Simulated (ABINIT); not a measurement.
# BN (Qingsongite): G0W0 with ABINIT, start to end, part 2 of 3

How does a plane-wave GW calculation on BN (Qingsongite) run from the first input to the gap?

ABINIT 10.8.3; PBE and many-body steps on it, plane waves. Known limits of the many-body steps: not at the basis limit.

So far. Step 2 (Ground state): The gap is indirect, with the least direct gap 4.34 eV higher.

## (3) Bands along the symmetry lines

Level of this step: DFT, PBE, plane waves, norm-conserving pseudopotentials (ABINIT).

Levels along a band path, at the cheap level, show where the edges lie and whether the meshes to come will hold them.

Contents of run.abi:

```
acell 3*1.0 Angstrom
rprim 
  -0.000000000000 1.807500000000 1.807500000000
  1.807500000000 0.000000000000 1.807500000000
  1.807500000000 1.807500000000 -0.000000000000
ntypat 2
znucl 5 7
natom 2
typat 1 2
xred 
  0.000000000000 0.000000000000 0.000000000000
  0.250000000000 0.250000000000 0.250000000000
pp_dirpath "pseudos"
pseudos "B.upf, N.upf"
ecut 36
iscf -2
irdden 1
kptopt 0
nkpt 50
kpt 
  0.00000000 0.00000000 0.00000000
  -0.06250000 -0.06250000 0.00000000
  -0.12500000 -0.12500000 0.00000000
  -0.18750000 -0.18750000 0.00000000
  -0.25000000 -0.25000000 0.00000000
  -0.31250000 -0.31250000 0.00000000
  -0.37500000 -0.37500000 0.00000000
  -0.43750000 -0.43750000 0.00000000
  -0.50000000 -0.50000000 0.00000000
  -0.48437500 -0.48437500 0.03125000
  -0.46875000 -0.46875000 0.06250000
  -0.45312500 -0.45312500 0.09375000
  -0.43750000 -0.43750000 0.12500000
  -0.42187500 -0.42187500 0.15625000
  -0.40625000 -0.40625000 0.18750000
  -0.39062500 -0.39062500 0.21875000
  -0.37500000 -0.37500000 0.25000000
  -0.37500000 0.00000000 0.37500000
  -0.32812500 0.00000000 0.32812500
  -0.28125000 0.00000000 0.28125000
  -0.23437500 0.00000000 0.23437500
  -0.18750000 0.00000000 0.18750000
  -0.14062500 0.00000000 0.14062500
  -0.09375000 0.00000000 0.09375000
  -0.04687500 0.00000000 0.04687500
  0.00000000 0.00000000 0.00000000
  0.00000000 0.00000000 0.06250000
  0.00000000 0.00000000 0.12500000
  0.00000000 0.00000000 0.18750000
  0.00000000 0.00000000 0.25000000
  0.00000000 0.00000000 0.31250000
  0.00000000 0.00000000 0.37500000
  0.00000000 0.00000000 0.43750000
  -0.00000000 -0.00000000 0.50000000
  -0.06250000 -0.03125000 0.46875000
  -0.12500000 -0.06250000 0.43750000
  -0.18750000 -0.09375000 0.40625000
  -0.25000000 -0.12500000 0.37500000
  -0.31250000 -0.15625000 0.34375000
  -0.37500000 -0.18750000 0.31250000
  -0.43750000 -0.21875000 0.28125000
  -0.50000000 -0.25000000 0.25000000
  -0.50000000 -0.28125000 0.21875000
  -0.50000000 -0.31250000 0.18750000
  -0.50000000 -0.34375000 0.15625000
  -0.50000000 -0.37500000 0.12500000
  -0.50000000 -0.40625000 0.09375000
  -0.50000000 -0.43750000 0.06250000
  -0.50000000 -0.46875000 0.03125000
  -0.50000000 -0.50000000 0.00000000
istwfk *1
nband 14
nbdbuf 5
tolwfr 1e-07
nstep 50
prtwf 0
prtvol 0
indata_prefix "in"
outdata_prefix "out"
tmpdata_prefix "tmp"
```

On the command line:

```sh
$ OMP_NUM_THREADS=1 mpirun -n 8 abinit run.abi > log
```

Numbers of over 12 decimals in the logs are rounded to 6 here.

Output:

```text
.Version 10.8.3 of ABINIT. v10.8.2 released Aug 2026.

 Symmetries : space group F-4 3 m (#216); Bravais cF (face-center cubic)
[... echo of the input left out ...]
== DATASET  1 ==================================================================
-   mpi_nproc: 8, omp_nthreads: 1 (-1 if OMP is not activated)

--- !DatasetInfo
iteration_state: {dtset: 1, }
dimensions: {natom: 2, nkpt: 50, mband: 14, nsppol: 1, nspinor: 1, nspden: 1, mpw: 869, }
cutoff_energies: {ecut:  36.0, pawecutdg:  -1.0, }
electrons: {nelect:   8.00000000E+00, charge:   0.00000000E+00, occopt:   1.00000000E+00, tsmear:   1.00000000E-02, }

 Real(R)+Recip(G) space primitive vectors, cartesian coordinates (Bohr,Bohr^-1):
 R(1)=  0.0000000  3.4156800  3.4156800  G(1)= -0.1463837  0.1463837  0.1463837
 R(2)=  3.4156800  0.0000000  3.4156800  G(2)=  0.1463837 -0.1463837  0.1463837
 R(3)=  3.4156800  3.4156800  0.0000000  G(3)=  0.1463837  0.1463837 -0.1463837
 Unit cell volume ucvol=  7.9700586E+01 bohr^3
 Angles (23,13,12)=  6.00000000E+01  6.00000000E+01  6.00000000E+01 degrees

 getcut: wavevector=  0.0000  0.0000  0.0000  ngfft=  30  30  30
         ecut(hartree)=     36.000   => boxcut(ratio)=   2.30194

 getcut : COMMENT -
  Note that boxcut > 2.2 ; recall that boxcut=Gcut(box)/Gcut(sphere) = 2
  is sufficient for exact treatment of convolution.
  Such a large boxcut is a waste : you could raise ecut
  e.g. ecut=   47.690509 Hartrees makes boxcut=2

--- Pseudopotential description ------------------------------------------------
- B Generated using ONCVPSP code by D. R. Hamann
-  5.00000   3.00000  171031                  znucl, zion, pspdat
12 -101130 1 -1 1534                          pspcod,pspxc,lmax,lloc,mmax
     nproj     2     2
  pspatm : epsatm=    3.38844616
         --- l  ekb(1:nproj) -->
             0    8.382104    1.234201
             1   -3.719492   -0.867526
 pspatm: atomic psp has been read  and splines computed

- N Generated using ONCVPSP code by D. R. Hamann
-  7.00000   5.00000  171031                  znucl, zion, pspdat
12 -101130 1 -1 1058                          pspcod,pspxc,lmax,lloc,mmax
     nproj     2     2
  pspatm : epsatm=    5.20977870
         --- l  ekb(1:nproj) -->
             0    7.494509    0.636305
[...]
pspatm: atomic psp has been read  and splines computed

--------------------------------------------------------------------------------

================================================================================
 prteigrs : about to open file out_EIG
 Non-SCF case, kpt    1 (  0.00000  0.00000  0.00000), residuals and eigenvalues=
  3.06E-08  6.98E-08  4.97E-08  2.14E-08  3.34E-08  2.16E-08  1.57E-08  3.87E-08
  6.40E-08  7.10E-08  3.59E-07  4.08E-08  1.26E-07  4.70E-07
 -4.4062E-01  3.0209E-01  3.0209E-01  3.0209E-01  6.2836E-01  6.2836E-01
  6.2836E-01  6.8304E-01  1.2115E+00  1.3354E+00  1.3354E+00  1.3488E+00
[...]
2.18E-08  5.04E-08  8.17E-09  5.69E-08  1.87E-08  2.16E-08  4.76E-08  5.33E-08
[...]
1.3612E+00  1.4565E+00
 Non-SCF case, kpt    3 ( -0.12500 -0.12500  0.00000), residuals and eigenvalues=
  1.79E-08  1.95E-08  1.74E-08  1.21E-08  2.24E-08  3.76E-08  6.62E-08  5.02E-09
[...]
1.3978E+00  1.5192E+00
[...]
Non-SCF case, kpt   49 ( -0.50000 -0.46875  0.03125), residuals and eigenvalues=
[...]
1.7515E+00  1.7795E+00
 Non-SCF case, kpt   50 ( -0.50000 -0.50000  0.00000), residuals and eigenvalues=
[...]
1.7436E+00  1.7653E+00

--- !ResultsGS
iteration_state: {dtset: 1, }
comment   : Summary of ground state results
lattice_vectors:
- [ -0.0000000,   3.4156800,   3.4156800, ]
- [  3.4156800,   0.0000000,   3.4156800, ]
- [  3.4156800,   3.4156800,  -0.0000000, ]
lattice_lengths: [   4.83050,    4.83050,    4.83050, ]
lattice_angles: [ 60.000,  60.000,  60.000, ] # degrees, (23, 13, 12)
lattice_volume:   7.9700586E+01
convergence: {deltae:  0.000E+00, res2:  0.000E+00, residm:  9.960E-08, diffor:  0.000E+00, }
etotal    :  -1.34025025E+01
entropy   :   0.00000000E+00
fermie    :   3.02092262E-01
cartesian_stress_tensor: null
pressure_GPa: null
xred      :
- [  0.0000E+00,   0.0000E+00,   0.0000E+00,  B]
- [  2.5000E-01,   2.5000E-01,   2.5000E-01,  N]
cartesian_forces: null
force_length_stats: {min: null, max: null, mean: null, }

 Integrated electronic density in atomic spheres:
 ------------------------------------------------
 Atom  Sphere_radius  Integrated_density
[...]
================================================================================

 ----iterations are completed or convergence reached----

 Mean square residual over all n,k,spin=   37.301E-09; max=  99.595E-09
 reduced coordinates (array xred) for    2 atoms
       0.000000000000      0.000000000000      0.000000000000
       0.250000000000      0.250000000000      0.250000000000

 cartesian coordinates (angstrom) at end:
    1      0.000000     0.000000     0.000000
    2      0.903750     0.903750     0.903750
 length scales=  1.889726125908  1.889726125908  1.889726125908 bohr
              =  1.000000000000  1.000000000000  1.000000000000 angstroms
 prteigrs : about to open file out_EIG
 Eigenvalues (hartree) for nkpt=  50  k points:
 kpt#   1, nband= 14, wtk=  1.00000, kpt=  0.0000  0.0000  0.0000 (reduced coord)
[...]
kpt#   2, nband= 14, wtk=  1.00000, kpt= -0.0625 -0.0625  0.0000 (reduced coord)
[...]
kpt#   3, nband= 14, wtk=  1.00000, kpt= -0.1250 -0.1250  0.0000 (reduced coord)
[...]
kpt#  49, nband= 14, wtk=  1.00000, kpt= -0.5000 -0.4687  0.0313 (reduced coord)
  -0.23481   -0.02425    0.11910    0.11965    0.47418    0.64952    0.95633    0.95955
   1.06281    1.29990    1.53469    1.54434    1.75151    1.77947
 kpt#  50, nband= 14, wtk=  1.00000, kpt= -0.5000 -0.5000  0.0000 (reduced coord)
  -0.23521   -0.02523    0.12176    0.12176    0.46875    0.64539    0.96028    0.96028
   1.06505    1.30307    1.54598    1.54598    1.74357    1.76532

== END DATASET(S) ==============================================================
================================================================================

 -outvars: echo values of variables after computation  --------
            nband          14
             nkpt          50
          spgroup         216
 [... the other variables as echoed above ...]

 Calculation completed.
```

Run time: 2.4 s. Hardware: 8 MPI ranks of Arm Neoverse V2, shared host; peak memory 0.07 GiB; 18 s of CPU time.

Numbers from this step:

```
gap                        : 4.535 eV
k of the valence top       : 0, 0, 0
k of the conduction bottom : -0.5, -0.5, 0
least direct gap           : 8.878 eV
```

The gap is 4.535 eV, as in the run before at this level.

Electronic bands along the path, in eV, zero at the top of the highest filled band; v1 is the highest filled band, c1 the lowest empty one:

| point | v4 | v3 | v2 | v1 | c1 | c2 | c3 | c4 |
| --- | --- | --- | --- | --- | --- | --- | --- | --- |
| Γ | -20.21 | 0.00 | 0.00 | 0.00 | 8.88 | 8.88 | 8.88 | 10.37 |
| halfway | -18.25 | -3.97 | -3.01 | -3.01 | 6.86 | 11.62 | 13.48 | 13.48 |
| X | -14.62 | -8.91 | -4.91 | -4.91 | 4.54 | 9.34 | 17.91 | 17.91 |
| halfway | -14.55 | -8.69 | -5.96 | -4.69 | 5.49 | 10.28 | 17.32 | 17.54 |
| U | -14.54 | -8.12 | -7.66 | -4.08 | 6.98 | 12.95 | 15.84 | 16.68 |
| jump to K | -14.54 | -8.12 | -7.66 | -4.08 | 6.98 | 12.95 | 15.84 | 16.68 |
| halfway | -18.03 | -5.73 | -3.91 | -1.12 | 10.71 | 10.76 | 11.24 | 13.58 |
| Γ | -20.21 | 0.00 | 0.00 | 0.00 | 8.88 | 8.88 | 8.88 | 10.37 |
| halfway | -18.73 | -5.47 | -1.13 | -1.13 | 9.70 | 10.40 | 10.40 | 13.57 |
| L | -15.99 | -10.68 | -1.94 | -1.94 | 10.21 | 10.78 | 10.78 | 15.26 |
| halfway | -15.29 | -9.69 | -4.82 | -3.45 | 9.66 | 11.24 | 14.40 | 15.79 |
| W | -14.31 | -7.58 | -6.96 | -6.50 | 9.65 | 13.35 | 14.61 | 14.69 |
| halfway | -14.47 | -8.49 | -5.77 | -5.71 | 6.58 | 11.00 | 16.25 | 17.43 |
| X | -14.62 | -8.91 | -4.91 | -4.91 | 4.54 | 9.34 | 17.91 | 17.91 |

The electronic bands as a text plot (rows in eV, shown from -8.0 to 10.5 only):

```
   10.1 |+ ++     +    +      ++ ++++ ++   +++++++++++        ++
    9.4 | +        ++++     ++     +++  +++++         ++++++    +
    8.6 |++                           ++                    +
    7.8 |  +++             +
    7.1 |     ++          +
    6.3 |       ++       +                                   +
    5.5 |         +    ++                                     +
    4.7 |          ++++                                        ++
    4.0 |
    3.2 |
    2.4 |
    1.7 |
    0.9 |
    0.1 |*                         ******
   -0.7 | *                      **  *  ****
   -1.4 |  **                   *  **       ****
   -2.2 |    *                ** ****    **     *****
   -3.0 |     **            **                      **
   -3.8 |     ****        **    ***        *         **
   -4.5 |         ********                            **
   -5.3 |       **    *       **            *           *     ***
   -6.1 |              **   **  *                      * * ***
   -6.8 |         *           **                        ****
   -7.6 |                ***                 **          ***
         Γ           X  U|K            Γ         L        W     X
```

## (4) Empty states on the mesh, 8×8×8 mesh, 76 bands

The sums over transitions need many empty states on a uniform mesh; this step solves for them.

Contents of run.abi:

```
acell 3*1.0 Angstrom
rprim 
  -0.000000000000 1.807500000000 1.807500000000
  1.807500000000 0.000000000000 1.807500000000
  1.807500000000 1.807500000000 -0.000000000000
ntypat 2
znucl 5 7
natom 2
typat 1 2
xred 
  0.000000000000 0.000000000000 0.000000000000
  0.250000000000 0.250000000000 0.250000000000
pp_dirpath "pseudos"
pseudos "B.upf, N.upf"
ecut 36
ngkpt 8 8 8
nshiftk 1
shiftk 0 0 0
kptopt 1
chksymbreak 0
irdden 1
istwfk *1
nband 76
prtvol 0
optdriver 6
gwr_task "HDIAGO"
paral_kgb 0
occopt 1
indata_prefix "in"
outdata_prefix "out"
tmpdata_prefix "tmp"
```

Output:

```text
[banner, memory and clock lines left out]
.Version 10.8.3 of ABINIT. v10.8.2 released Aug 2026.

 Symmetries : space group F-4 3 m (#216); Bravais cF (face-center cubic)
[... echo of the input left out ...]
== DATASET  1 ==================================================================
-   mpi_nproc: 8, omp_nthreads: 1 (-1 if OMP is not activated)

--- !DatasetInfo
iteration_state: {dtset: 1, }
dimensions: {natom: 2, nkpt: 29, mband: 76, nsppol: 1, nspinor: 1, nspden: 1, mpw: 869, }
cutoff_energies: {ecut:  36.0, pawecutdg:  -1.0, }
electrons: {nelect:   8.00000000E+00, charge:   0.00000000E+00, occopt:   1.00000000E+00, tsmear:   1.00000000E-02, }

.Using double precision arithmetic; gwpc =  8

- Reading GS density from: in_DEN

--- Pseudopotential description ------------------------------------------------
- B Generated using ONCVPSP code by D. R. Hamann
-  5.00000   3.00000  171031                  znucl, zion, pspdat
12 -101130 1 -1 1534                          pspcod,pspxc,lmax,lloc,mmax
     nproj     2     2
  pspatm : epsatm=    3.38844616
         --- l  ekb(1:nproj) -->
             0    8.382104    1.234201
             1   -3.719492   -0.867526
 pspatm: atomic psp has been read  and splines computed

- N Generated using ONCVPSP code by D. R. Hamann
-  7.00000   5.00000  171031                  znucl, zion, pspdat
12 -101130 1 -1 1058                          pspcod,pspxc,lmax,lloc,mmax
     nproj     2     2
  pspatm : epsatm=    5.20977870
         --- l  ekb(1:nproj) -->
             0    7.494509    0.636305
             1   -4.293905   -1.006988
 pspatm: atomic psp has been read  and splines computed

   6.87857989E+01                                ecore*ucvol(ha*bohr**3)

 Total charge density [el/Bohr^3]
)     Maximum=    5.6373E-01  at reduced coord.    0.2000    0.2000    0.4000
)     Minimum=    7.6975E-03  at reduced coord.    0.0000    0.0000    0.0000
   Integrated=    8.0000E+00

 === KS gaps after direct diagonalization ===
 Indirect band gap semiconductor
 Fundamental gap:     4.535 (eV)
   VBM:     8.220 (eV) at k: [ 0.0000E+00,  0.0000E+00,  0.0000E+00]
   CBM:    12.755 (eV) at k: [ 5.0000E-01,  5.0000E-01,  0.0000E+00]
 Direct gap:         8.878 (eV) at k: [ 0.0000E+00,  0.0000E+00,  0.0000E+00]

== END DATASET(S) ==============================================================

 -outvars: echo values of variables after computation  --------
           etotal      0.0000000000E+00
            nband          76
             nkpt          29
          spgroup         216
 [... the other variables as echoed above ...]

 Calculation completed.
```

Wall time 4.4 s (8 MPI ranks); peak memory 0.53 GiB; 34 s of CPU time.

This step gave:

```
gap                                                           : 4.535 eV
k of the valence top                                          : 0, 0, 0
k of the conduction bottom                                    : 0.5, 0.5, 0
least direct gap                                              : 8.878 eV
k points computed                                             : 29
lowest point of the top converged band, above the valence top : 156.1506 eV
```

On this mesh the gap is 4.535 eV.

## (5) Screening, 8×8×8 mesh, 68 bands, screening to 244.9 eV

The RPA dielectric matrix is built and inverted for each q.

This step: RPA screening on PBE, plane waves, norm-conserving pseudopotentials.

Changes to run.abi since step 4:

```diff
@@ -20,10 +20,11 @@
 chksymbreak 0
-irdden 1
 istwfk *1
-nband 76
-prtvol 0
-optdriver 6
-gwr_task "HDIAGO"
-paral_kgb 0
 occopt 1
+irdwfk 1
+optdriver 3
+nband 68
+ecuteps 9
+inclvkb 2
+awtr 1
+symchi 1
 indata_prefix "in"
```

Output:

```text
.Version 10.8.3 of ABINIT. v10.8.2 released Aug 2026.

 Symmetries : space group F-4 3 m (#216); Bravais cF (face-center cubic)
[... echo of the input left out ...]
== DATASET  1 ==================================================================
-   mpi_nproc: 8, omp_nthreads: 1 (-1 if OMP is not activated)

--- !DatasetInfo
iteration_state: {dtset: 1, }
dimensions: {natom: 2, nkpt: 29, mband: 68, nsppol: 1, nspinor: 1, nspden: 1, mpw: 869, }
cutoff_energies: {ecut:  36.0, pawecutdg:  -1.0, }
electrons: {nelect:   8.00000000E+00, charge:   0.00000000E+00, occopt:   1.00000000E+00, tsmear:   1.00000000E-02, }

 SCREENING: Calculation of the susceptibility and dielectric matrices

 Based on a program developped by R.W. Godby, V. Olevano, G. Onida, and L. Reining.
 Incorporated in ABINIT by V. Olevano, G.-M. Rignanese, and M. Torrent.
.Using double precision arithmetic ; gwpc =  8

[... cell and pseudopotentials left out ...]
--------------------------------------------------------------------------------

 ==== K-mesh for the wavefunctions ====
 Number of points in the irreducible wedge :    29
[... list of points left out ...]
 Together with 24 symmetry operations and time-reversal symmetry
 yields   512 points in the full Brillouin Zone.

 ==== Q-mesh for the screening function ====
 Number of points in the irreducible wedge :    29
[... list of points left out ...]
 Together with 24 symmetry operations and time-reversal symmetry
 yields   512 points in the full Brillouin Zone.

 setmesh: FFT mesh size selected  =    20x   20x   20
          total number of points  =         8000

 vcoul_init : cutoff-mode = AUXILIARY_FUNCTION
 q-points for optical limit:   1
     1)      0.000010    0.000020    0.000030

- screening: taking advantage of time-reversal symmetry
- Maximum band index for partially occupied states nbvw = 4
- Remaining bands to be divided among processors   nbcw = 64
- Number of bands treated by each node ~8

 Number of electrons calculated from density =    8.0000; Expected =    8.0000
 average of density, n =  0.100376
 r_s =    1.3348
 omega_plasma =   30.5612 [eV]

 calculating chi0 at frequencies [eV] :
  1    0.000000E+00    0.000000E+00
  2    0.000000E+00    3.056116E+01

--------------------------------------------------------------------------------
  q-point number  1        q = ( 0.000000, 0.000000, 0.000000) [r.l.u.]
--------------------------------------------------------------------------------
[... chi0 elements left out ...]
 For q-point:  0.000010 0.000020 0.000030
  dielectric constant =   4.3099
  dielectric constant without local fields =   4.6607

  Average fulfillment of the sum rule on Im[epsilon] for q-point    1 :     87.28  [%]
[... wings left out ...]
  q-point number  2        q = ( 0.125000, 0.000000, 0.000000) [r.l.u.]
--------------------------------------------------------------------------------
[... chi0 elements left out ...]
  Average fulfillment of the sum rule on Im[epsilon] for q-point    2 :     97.58  [%]

 [... 27 further q-points ...]
```

Run time: 19 s. Hardware: 8 MPI ranks; peak memory 1 GiB.

Numbers from this step:

| Item | Value |
| --- | --- |
| ε∞ with local fields, on this mesh, along the program's q direction | 4.310 |
| the same without local fields | 4.661 |
| plasma frequency | 30.56 eV |
| plane waves in the screening matrix | 113 |

Local fields lower ε∞ by 8 %.

(Part 2 of 3 ends here.)

[Paths, hosts, dates, memory and timing lines, banners, echoed tables and standing remarks are left out of the program output.]

[Logs are printed without paths, hosts, clocks, repeated set-up lines and the standing remarks that a program may print on its own settings, such as how far it seeks lower states.]

[Runs of the session that timed out or met a known fault of the program may be left out.]

[Hosts, paths, dates, database ids (printed as entryN), source tags and the programs' standing remarks are cut or masked in the printed files.]

[G0W0 gaps are taken among the corrected bands and points alone; a level outside them can change the order at an edge.]

[Where Ansatz stands beside ABINIT at settings called matched, ABINIT's density can come from a denser mesh and the files from another edition; pairs whose starting gaps differed by over 0.03 eV were left out, so agreement reads better than it is.]
